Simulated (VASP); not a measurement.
# SiO2 (Stishovite) (P4_2/mnm) in VASP: further runs

Aim: see how the results for SiO2 (Stishovite) move with the level of theory and the settings. Levels: PBE, LDA. Tasks: relaxation of cell and atoms.

All numbers are computed with VASP 6.6.1; they aren't measurements. Logs are shortened: lines on timing, memory, paths and dates and some standing lists are left out, and cuts for length are marked.

## (1) The structure

It takes space group P4_2/mnm (No. 136, tetragonal). The conventional cell has a = 4.177 Å, b = 4.177 Å, c = 2.665 Å, α = 90.00°, β = 90.00°, γ = 90.00°. Si (site symmetry mmm) is surrounded by 6 O at 1.76 to 1.81 Å. Around O (site symmetry m2m) lie 3 Si at 1.76 to 1.81 Å.

## (2) Relaxation of cell and atoms, PBE

The input, INCAR:

```
SYSTEM = SiO2
PREC = Accurate
ENCUT = 600
EDIFF = 1E-6
ISMEAR = 0
SIGMA = 0.03
LREAL = .FALSE.
LASPH = .TRUE.
NELM = 80
ALGO = Normal
ISIF = 3
LWAVE = .FALSE.
LCHARG = .FALSE.
GGA = PE
IBRION = 2
NSW = 90
EDIFFG = -0.01
KPAR = 2
```

The input, KPOINTS:

```
Automatic mesh
0
G
  8 8 10
  0 0 0
```

The input, POSCAR:

```
SiO2
1.0
    4.1773000000      0.0000000000      0.0000000000
    0.0000000000      4.1773000000      0.0000000000
    0.0000000000      0.0000000000      2.6652000000
Si O
2 4
Direct
    0.0000000000      0.0000000000      0.0000000000
    0.5000000000      0.5000000000      0.5000000000
    0.3059000000      0.3059000000      0.0000000000
    0.1941000000      0.8059000000      0.5000000000
    0.6941000000      0.6941000000      0.0000000000
    0.8059000000      0.1941000000      0.5000000000
```

Potentials or basis: VASP PAW PBE potentials, release 64 (Si, O).

Run with:

```bash
$ cat potpaw_PBE.64/Si/POTCAR potpaw_PBE.64/O/POTCAR > POTCAR
$ mpirun -np 2 vasp_std > vasp.out
```

OUTCAR:

```text
SYSTEM = SiO2
   PREC = Accurate
   ENCUT = 600
   EDIFF = 1E-6
   ISMEAR = 0
   LREAL = .FALSE.
   LASPH = .TRUE.
   NELM = 80
   ISIF = 3
   GGA = PE
   IBRION = 2
   NSW = 90
   EDIFFG = -0.01

 ion  position               nearest neighbor table
   1  0.000  0.000  0.000-   4 1.76   6 1.76   4 1.76   6 1.76   5 1.81   3 1.81
   2  0.500  0.500  0.500-   3 1.76   5 1.76   3 1.76   5 1.76   4 1.81   6 1.81
   3  0.306  0.306  0.000-   2 1.76   2 1.76   1 1.81
   4  0.194  0.806  0.500-   1 1.76   1 1.76   2 1.81
   5  0.694  0.694  0.000-   2 1.76   2 1.76   1 1.81
   6  0.806  0.194  0.500-   1 1.76   1 1.76   2 1.81

  LATTYP: Found a simple tetragonal cell.
 ALAT       =     4.1773000000
 C/A-ratio  =     0.6380197735

  Lattice vectors:

 A1 = (   4.1773000000,   0.0000000000,   0.0000000000)
 A2 = (   0.0000000000,   4.1773000000,   0.0000000000)
 A3 = (   0.0000000000,   0.0000000000,   2.6652000000)

Analysis of symmetry for initial positions (statically):
=====================================================================
 Subroutine PRICEL returns:
 Original cell was already a primitive cell.

 Routine SETGRP: Setting up the symmetry group for a
 simple tetragonal supercell.

 Subroutine GETGRP returns: Found 16 space group operations
 (whereof  8 operations were pure point group operations)
 out of a pool of 16 trial point group operations.

The static configuration has the point symmetry D_2h.
 The point group associated with its full space group is D_4h.

Analysis of symmetry for dynamics (positions and initial velocities):
=====================================================================
 Subroutine PRICEL returns:
 Original cell was already a primitive cell.

 Routine SETGRP: Setting up the symmetry group for a
 simple tetragonal supercell.

 Subroutine GETGRP returns: Found 16 space group operations
 (whereof  8 operations were pure point group operations)
 out of a pool of 16 trial point group operations.

The dynamic configuration has the point symmetry D_2h.
 The point group associated with its full space group is D_4h.

 Subroutine INISYM returns: Found 16 space group operations
 (whereof  8 operations are pure point group operations),
 and found     1 'primitive' translations

----------------------------------------------------------------------------------------

                                     Primitive cell

  volume of cell :      46.5073

[... 108 lines left out ...]
   NUPDOWN=      -1.0000    fix difference up-down
   EMIN   =  10.00;   EMAX   =-10.00  energy-range for DOS
   EFERMI =   0.00;   METHOD = LEGACY
   ISMEAR =     0;   SIGMA  =   0.03  broadening in eV -4-tet -1-fermi 0-gaus
   EFERMI_NEDOS =   21; number of points for ismear=-14 and -15
   IALGO  =     38    algorithm
   IMIX   =      4    mixing-type and parameters
     AMIX     =   0.40;   BMIX     =  1.00
     AMIX_MAG =   1.60;   BMIX_MAG =  1.00
  volume/ion in A,a.u.               =       7.75        52.31
  Fermi-wavevector in a.u.,A,eV,Ry     =   1.445277  2.731178 28.420200  2.088826
  Thomas-Fermi vector in A             =   2.563477
   LORBIT       =      0    0 simple, 1 ext, 2 COOP (PROOUT), +10 PAW based schemes
   GGA     = PE    functional components
   LHFCALC =     F    Hartree Fock is set to
   AEXX    =    0.0000 exact exchange contribution
   IVDW    =     0    specifies the selected vdW correction
   LEPSILON=     F    determine dielectric tensor
   LRPA    =     F    only Hartree local field effects (RPA)
 conjugate gradient relaxation of ions
 non-spin polarized calculation
 Gauss-broadening in eV      SIGMA  =   0.03
  energy-cutoff  :      600.00
  volume of cell :       46.51
 maximum number of plane-waves:      1576
 NGX is ok and might be reduce to    36
   NGX = 17   NGY = 17   NGZ = 11

--------------------------------------- Ionic step        1  -------------------------------------------

 number of electron      32.0000002 magnetization

 Free energy of the ion-electron system (eV)
  ---------------------------------------------------
  ext. energy  EPLUGINS =         0.00000000
  ---------------------------------------------------
  free energy    TOTEN  =       -46.26937697 eV

  energy without entropy =      -46.26937697  energy(sigma->0) =      -46.26937697

------------------------ aborting loop because EDIFF is reached ----------------------------------------

  FORCE on cell =-STRESS in cart. coord.  units (eV):
  Direction    XX          YY          ZZ          XY          YZ          ZX
  --------------------------------------------------------------------------------------
  -------------------------------------------------------------------------------------
  Total        2.9810989      2.9810989      3.5924868      0.0000000      0.0000000      0.0000000
  in kB      102.6989104    102.6989104    123.7612329      0.0000000      0.0000000      0.0000000
  external PRESSURE =     109.7196846 kB  Pullay stress =       0.0000000 kB
[... 227 lines left out ...]
--------------------------------------- Ionic step        7  -------------------------------------------

 number of electron      32.0000007 magnetization

 Free energy of the ion-electron system (eV)
  ---------------------------------------------------
  ext. energy  EPLUGINS =         0.00000000
  ---------------------------------------------------
  free energy    TOTEN  =       -46.32427691 eV

  energy without entropy =      -46.32427691  energy(sigma->0) =      -46.32427691

 E-fermi :   7.8901     XC(G=0): -12.0870

 val. band max:        7.7515007267   @ k =   0.0000   0.0000   0.0000
 cond. band min:      12.7777892814   @ k =   0.0000   0.0000   0.0000
 fundamental gap:      5.0262885547
 Fermi energy:         7.8901128635

 k-point     1 :       0.0000    0.0000    0.0000
  band No.  band energies     occupation
      1     -14.4693      2.00000
      2     -11.0046      2.00000
      3     -11.0046      2.00000
      4     -10.8286      2.00000
      5      -2.8790      2.00000
      6       1.5147      2.00000
[... 541 lines left out ...]
     19      17.2858      0.00000
     20      17.2858      0.00000

 [... further k-points ...]

------------------------ aborting loop because EDIFF is reached ----------------------------------------

  FORCE on cell =-STRESS in cart. coord.  units (eV):
  Direction    XX          YY          ZZ          XY          YZ          ZX
  --------------------------------------------------------------------------------------
  -------------------------------------------------------------------------------------
  Total       -0.0207709     -0.0207709     -0.0503761      0.0000000      0.0000000      0.0000000
  in kB       -0.6900691     -0.6900691     -1.6736365      0.0000000      0.0000000      0.0000000
  external PRESSURE =      -1.0179249 kB  Pullay stress =       0.0000000 kB
[... 21 lines left out ...]
  FREE ENERGIE OF THE ION-ELECTRON SYSTEM (eV)
  ---------------------------------------------------
  free  energy   TOTEN  =       -46.3242769053 eV

  energy  without entropy=      -46.3242769053  energy(sigma->0) =      -46.32427691

 reached required accuracy - stopping structural energy minimisation
```

OSZICAR:

```text
N       E                     dE             d eps       ncg     rms          rms(c)
DAV:   1     0.185675539155E+03    0.18568E+03   -0.19984E+04  3624   0.174E+03
DAV:   2    -0.431660097410E+02   -0.22884E+03   -0.21991E+03  4948   0.346E+02
DAV:   3    -0.508485374662E+02   -0.76825E+01   -0.76591E+01  4308   0.675E+01
DAV:   4    -0.509080370241E+02   -0.59500E-01   -0.59444E-01  4280   0.671E+00
[... 48 lines left out ...]
DAV:   1    -0.463250349138E+02   -0.11154E-02   -0.56878E-02  3996   0.208E+00    0.200E-01
DAV:   2    -0.463244831908E+02    0.55172E-03   -0.16238E-03  4208   0.336E-01    0.952E-02
DAV:   3    -0.463242954856E+02    0.18771E-03   -0.28352E-04  4144   0.139E-01    0.274E-02
DAV:   4    -0.463242775964E+02    0.17889E-04   -0.51457E-05  4188   0.593E-02    0.587E-03
DAV:   5    -0.463242769053E+02    0.69113E-06   -0.44095E-06  3900   0.169E-02
   7 F= -.46324277E+02 E0= -.46324277E+02  d E =-.357367E-03
```

CONTCAR:

```text
SiO2
   1.00000000000000
     4.2314400297289971   -0.0000000000000000    0.0000000000000000
     0.0000000000000000    4.2314400297289971    0.0000000000000000
     0.0000000000000000    0.0000000000000000    2.6933775187624964
  Si              O
     2     4
Direct
     0.0000000000000000    1.0000000000000000    1.0000000000000000
     0.5000000000000000    0.5000000000000000    0.5000000000000000
     0.3067428804128109    0.3067428804128109    0.0000000000000000
     0.1932571195871891    0.8067428804128108    0.5000000000000000
     0.6932571195871892    0.6932571195871892    1.0000000000000000
     0.8067428804128108    0.1932571195871891    0.5000000000000000

  0.00000000E+00  0.00000000E+00  0.00000000E+00
  0.00000000E+00  0.00000000E+00  0.00000000E+00
  0.00000000E+00  0.00000000E+00  0.00000000E+00
  0.00000000E+00  0.00000000E+00  0.00000000E+00
  0.00000000E+00  0.00000000E+00  0.00000000E+00
  0.00000000E+00  0.00000000E+00  0.00000000E+00
```

Wall time 2.2 min (2 MPI ranks of Intel Xeon Platinum 8488C (Sapphire Rapids), shared host); peak memory 0.22 GiB.

Results:

```
Free energy                            : -46.3243 eV
Relaxed volume                         : 8.04 Å³/atom
Relaxed cell                           : a = 4.231 Å, b = 4.231 Å, c = 2.693 Å, α = 90.00°, β = 90.00°, γ = 90.00°
Space group after relaxing (to 0.05 Å) : P4_2/mnm (No. 136)
Energy gained by relaxing              : 9.1 meV/atom
Ionic steps                            : 7
Pressure after relaxing                : -0.1 GPa
Largest force after relaxing           : 0.003 eV/Å
Band gap on the k mesh                 : 5.03 eV, direct
```

Forces on the atoms (eV/Å):
```
Si   0.000  0.000  0.000
Si   0.000  0.000  0.000
O    0.002  0.002  0.000
O   -0.002  0.002  0.000
O   -0.002 -0.002  0.000
O    0.002 -0.002  0.000
```

The path:
```tsv
step	energy change (eV)	largest force (eV/Å)	pressure (GPa)	volume (Å³)
1	0.0000	0.0984	10.97	46.51
2	0.0338	0.4649	-11.92	50.17
3	-0.0520	0.1697	0.08	48.07
4	-0.0520	0.1647	0.27	48.03
5	-0.0545	0.0198	0.14	48.16
6	-0.0545	0.0180	0.15	48.16
7	-0.0549	0.0033	-0.10	48.23
```

Final structure:
```xyz
6
Lattice="4.2314 0.0000 0.0000 0.0000 4.2314 0.0000 0.0000 0.0000 2.6934" Properties=species:S:1:pos:R:3 pbc="T T T"
Si    0.0000    4.2314    2.6934
Si    2.1157    2.1157    1.3467
O     1.2980    1.2980    0.0000
O     0.8178    3.4137    1.3467
O     2.9335    2.9335    2.6934
O     3.4137    0.8178    1.3467
```

A k mesh can miss the band edges. As with any semilocal functional, this PBE gap is likely too small.

## (3) Relaxation of cell and atoms, PBE

This run uses another cell than the first one, of 8.04 Å³/atom, 1.037 times its volume.

Changes to INCAR since step 2:

```diff
@@ -3,3 +3,3 @@
 ENCUT = 600
-EDIFF = 1E-6
+EDIFF = 1E-7
 ISMEAR = 0
@@ -16,3 +16,3 @@
 NSW = 90
-EDIFFG = -0.01
+EDIFFG = -0.005
 KPAR = 2
```

KPOINTS is that of step 2.

The input, POSCAR:

```
SiO2                                    
1.0
    4.2314400297     -0.0000000000      0.0000000000
    0.0000000000      4.2314400297      0.0000000000
    0.0000000000      0.0000000000      2.6933775188
  Si              O             
     2     4
Direct
     0.0000000000000000    1.0000000000000000    1.0000000000000000
     0.5000000000000000    0.5000000000000000    0.5000000000000000
     0.3067428804128109    0.3067428804128109    0.0000000000000000
     0.1932571195871891    0.8067428804128108    0.5000000000000000
     0.6932571195871892    0.6932571195871892    1.0000000000000000
     0.8067428804128108    0.1932571195871891    0.5000000000000000
```

Potentials or basis: VASP PAW PBE potentials, release 64 (Si, O).

Run with:

```bash
$ cat potpaw_PBE.64/Si/POTCAR potpaw_PBE.64/O/POTCAR > POTCAR
$ mpirun -np 2 vasp_std > vasp.out
```

OUTCAR:

```text
SYSTEM = SiO2
   PREC = Accurate
   ENCUT = 600
   EDIFF = 1E-7
   ISMEAR = 0
   LREAL = .FALSE.
   LASPH = .TRUE.
   NELM = 80
   ISIF = 3
   GGA = PE
   IBRION = 2
   NSW = 90
   EDIFFG = -0.005

 ion  position               nearest neighbor table
   1  0.000  0.000  0.000-   4 1.78   6 1.78   4 1.78   6 1.78   5 1.84   3 1.84
   2  0.500  0.500  0.500-   3 1.78   5 1.78   3 1.78   5 1.78   4 1.84   6 1.84
   3  0.307  0.307  0.000-   2 1.78   2 1.78   1 1.84
   4  0.193  0.807  0.500-   1 1.78   1 1.78   2 1.84
   5  0.693  0.693  0.000-   2 1.78   2 1.78   1 1.84
   6  0.807  0.193  0.500-   1 1.78   1 1.78   2 1.84

  LATTYP: Found a simple tetragonal cell.
 ALAT       =     4.2314400297
 C/A-ratio  =     0.6365155833

  Lattice vectors:

 A1 = (   4.2314400297,   0.0000000000,   0.0000000000)
 A2 = (   0.0000000000,   4.2314400297,   0.0000000000)
 A3 = (   0.0000000000,   0.0000000000,   2.6933775188)

Analysis of symmetry for initial positions (statically):
=====================================================================
 Subroutine PRICEL returns:
 Original cell was already a primitive cell.

 Routine SETGRP: Setting up the symmetry group for a
 simple tetragonal supercell.
[... 187 lines left out ...]
  -------------------------------------------------------------------------------------
  Total       -0.0399298     -0.0399298     -0.0676929      0.0000000      0.0000000      0.0000000
  in kB       -1.3265811     -1.3265811     -2.2489516      0.0000000      0.0000000      0.0000000
  external PRESSURE =      -1.6340379 kB  Pullay stress =       0.0000000 kB
[... 67 lines left out ...]
--------------------------------------- Ionic step        3  -------------------------------------------

 number of electron      32.0000007 magnetization

 Free energy of the ion-electron system (eV)
  ---------------------------------------------------
  ext. energy  EPLUGINS =         0.00000000
  ---------------------------------------------------
  free energy    TOTEN  =       -46.33110716 eV

  energy without entropy =      -46.33110716  energy(sigma->0) =      -46.33110716

 E-fermi :   7.9864     XC(G=0): -12.0895

 val. band max:        7.7573997929   @ k =   0.0000   0.0000   0.0000
 cond. band min:      12.7944103015   @ k =   0.0000   0.0000   0.0000
 fundamental gap:      5.0370105086
 Fermi energy:         7.9863684377

 k-point     1 :       0.0000    0.0000    0.0000
  band No.  band energies     occupation
      1     -14.4682      2.00000
      2     -11.0009      2.00000
      3     -11.0009      2.00000
      4     -10.8258      2.00000
      5      -2.8746      2.00000
      6       1.5180      2.00000
[... 541 lines left out ...]
     19      17.2982      0.00000
     20      17.2982      0.00000

 [... further k-points ...]

------------------------ aborting loop because EDIFF is reached ----------------------------------------

  FORCE on cell =-STRESS in cart. coord.  units (eV):
  Direction    XX          YY          ZZ          XY          YZ          ZX
  --------------------------------------------------------------------------------------
  -------------------------------------------------------------------------------------
  Total        0.0032381      0.0032381     -0.0029275      0.0000000      0.0000000      0.0000000
  in kB        0.1076348      0.1076348     -0.0973115      0.0000000      0.0000000      0.0000000
  external PRESSURE =       0.0393194 kB  Pullay stress =       0.0000000 kB
[... 21 lines left out ...]
  FREE ENERGIE OF THE ION-ELECTRON SYSTEM (eV)
  ---------------------------------------------------
  free  energy   TOTEN  =       -46.3311071565 eV

  energy  without entropy=      -46.3311071565  energy(sigma->0) =      -46.33110716

 reached required accuracy - stopping structural energy minimisation
```

OSZICAR:

```text
N       E                     dE             d eps       ncg     rms          rms(c)
DAV:   1     0.182566759718E+03    0.18257E+03   -0.19720E+04  3616   0.172E+03
DAV:   2    -0.430582368352E+02   -0.22562E+03   -0.21679E+03  4848   0.343E+02
DAV:   3    -0.508353398005E+02   -0.77771E+01   -0.77507E+01  4316   0.680E+01
[... 22 lines left out ...]
DAV:   3    -0.463311081401E+02    0.18001E-05   -0.10431E-05  4044   0.233E-02    0.666E-03
DAV:   4    -0.463311074763E+02    0.66383E-06   -0.82502E-07  4104   0.750E-03    0.212E-03
DAV:   5    -0.463311072973E+02    0.17897E-06   -0.10925E-07  2244   0.268E-03    0.559E-04
DAV:   6    -0.463311071789E+02    0.11839E-06   -0.17292E-08  2080   0.113E-03    0.163E-04
DAV:   7    -0.463311071565E+02    0.22468E-07   -0.19654E-09  2044   0.380E-04
   3 F= -.46331107E+02 E0= -.46331107E+02  d E =-.150579E-04
```

Run time: 91 s. Hardware: 2 MPI ranks of Intel Xeon Platinum 8488C (Sapphire Rapids), shared host; peak memory 0.22 GiB.

What came out:

```yaml
Free_energy: -46.3311 eV
Relaxed_volume: 8.03 Å³/atom
Relaxed_cell: a = 4.231 Å, b = 4.231 Å, c = 2.693 Å, α = 90.00°, β = 90.00°, γ = 90.00°
Space_group_after_relaxing_to_0.05_Å: P4_2/mnm (No. 136)
Energy_gained_by_relaxing: 0.0 meV/atom
Ionic_steps: 3
Pressure_after_relaxing: 0.0 GPa
Band_gap_on_the_k_mesh: 5.04 eV, direct
```

Final structure:
```
Si O
1.0
     4.23083    0.00000    0.00000
     0.00000    4.23083    0.00000
     0.00000    0.00000    2.69272
Si O
2 4
Cartesian
  0.0000 0.0000 0.0000
  2.1154 2.1154 1.3464
  1.2978 1.2978 0.0000
  0.8176 3.4132 1.3464
  2.9330 2.9330 0.0000
  3.4132 0.8176 1.3464
```

A k mesh can miss the band edges. A hybrid or GW would open this gap; PBE tends to underestimate it.

[end of part 1 of 2]
